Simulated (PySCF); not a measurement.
**Indirect couplings**

Bonds (- single, = double, # triple, : aromatic): O1=C2 1.238 Å, C2-O3 1.236 Å, C2-C4 1.584 Å, C4=O5 1.209 Å, C4-O6 1.356 Å. O6 carries H7. Formal charges: O3 -1.

Total charge -1.

Method: B3LYP/pcJ-1//PBE0-D3(BJ)/def2-SVP, PySCF 2.14; isolated molecule, single conformer, non-relativistic. Couplings are averaged over pairs made equivalent by symmetry, fast rotation or ring inversion, so a value needn't be that of the named pair in this geometry, while other rotamers aren't included; one pair stands for each set, and the list holds those of at least 1.5 Hz over up to four bonds.

Isotopes: 13C, 17O, 1H. Couplings to quadrupolar nuclei such as 17O and 33S are rarely resolved in practice.

| pair | bonds | J (Hz) |
| --- | --- | --- |
| O1, C2 | 1 | 28.8 |
| C2, C4 | 1 | ? |
| C4, O5 | 1 | 33.9 |
| C4, O6 | 1 | ? |
| O6, H7 | 1 | ? |
| O1, O3 | 2 | -5.3 |
| O1, C4 | 2 | -16.7 |
| C2, O5 | 2 | -3.0 |
| C2, O6 | 2 | -13.6 |
| C4, H7 | 2 | ? |
| O5, O6 | 2 | -8.5 |
| O1, O5 | 3 | 3.8 |
| C2, H7 | 3 | 4.8 |
| O5, H7 | 3 | 2.5 |

Task: Estimate the withheld couplings, with signs.

Result: 
- 1J(C2,C4) = 65.0 Hz (bond length 1.584 Å)
- 1J(C4,O6) = 47.0 Hz (bond length 1.356 Å)
- 1J(O6,H7) = -59.6 Hz (bond length 0.970 Å)
- 2J(C4,H7) = -6.8 Hz (angle at O6 103°)
